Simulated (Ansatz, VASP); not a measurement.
# MgSi2N2: VASP beside Ansatz

Contents of INCAR:

```
SYSTEM = MgSi2N2
  PREC = Accurate
  ENCUT = 520
  EDIFF = 1E-6
  ISMEAR = 0
  SIGMA = 0.1
  LREAL = .False.
  LASPH = .True.
  NELM = 80
  ALGO = Normal
  ISIF = 2
  LWAVE = .False.
  LCHARG = .False.
  GGA = PE
  NBANDS = 18
```

File KPOINTS:

```
regular mesh
0
Gamma
  6 6 6
  0 0 0
```

Contents of POSCAR:

```
MgSi2N2
1.0
   -1.9590733600      1.9590733600      4.4890509400
    1.9590733600     -1.9590733600      4.4890509400
    1.9590733600      1.9590733600     -4.4890509400
Mg Si N
1 2 2
Direct
    0.0000000000      0.0000000000      0.0000000000
    0.3750000000      0.3750000000      0.0000000000
    0.6250000000      0.6250000000      0.0000000000
    0.7500000000      0.2500000000      0.5000000000
    0.2500000000      0.7500000000      0.5000000000
```

Input for Ansatz:

```yaml
crystal:
  lattice:
    - [-1.95907336, 1.95907336, 4.48905094]
    - [1.95907336, -1.95907336, 4.48905094]
    - [1.95907336, 1.95907336, -4.48905094]
  atoms:
    - { symbol: Mg, position: [0.0, 0.0, 0.0] }
    - { symbol: Si, position: [0.375, 0.375, 0.0] }
    - { symbol: Si, position: [0.625, 0.625, 0.0] }
    - { symbol: "N", position: [0.75, 0.25, 0.5] }
    - { symbol: "N", position: [0.25, 0.75, 0.5] }
basis:
  ecutwfc: 420
kpoints:
  mp_grid: { grid: [6, 6, 6] }
hamiltonian:
  xc: pbe
scf:
  occupations: { method: gaussian, width: 0.1 }
  lower_state_search: "off"
output:
  forces: true
  stress: true
  eigenvalues: true
```

Change from the starting cell: species swapped into the SrSi2Pd2 type (I4/mmm, No. 139).

Alike in both runs: task single point; functional PBE; k mesh 6 × 6 × 6; occupations gaussian, width 0.1 eV; no spin polarisation.

|  | VASP | Ansatz |
| --- | --- | --- |
| version | VASP 6.6.1 | Ansatz 0.2.0 |
| potentials or method | VASP PAW PBE potentials, release 64 (Mg, Si, N) | scalar-relativistic, plane waves, PAW |
| plane-wave cutoff (eV) | 520 | 420 |
| valence electrons in the cell | 20 | 28 |

Ansatz gave:

| Item | Value |
| --- | --- |
| gap on the k mesh at the Fermi level (eV) | none |
| pressure (GPa) | -19.6 |
| largest component of the traceless stress (GPa) | 2.07 |
| rms of the force components (eV/Å) | 1.835 |

Question: What did VASP give for the same quantities?

Answer: gap on the k mesh at the Fermi level (eV): none; pressure (GPa): -19.8; largest component of the traceless stress (GPa): 2.11; rms of the force components (eV/Å): 1.827.

Atom by atom the forces differ by 0.009 eV/Å (rms over components). A gap of «none» marks a metal or a gap that the smearing closes. The two sets of potentials don't hold the same shells in valence.

Caveats: the k mesh is coarse (spacing up to 0.38 Å⁻¹), so the values aren't converged; so large a pressure means that the cell lies far from this level's equilibrium, or that cutoff or potentials fall short (VASP); forces of over 1 eV/Å show positions far from the minimum, so gaps and moduli don't describe the material at rest.
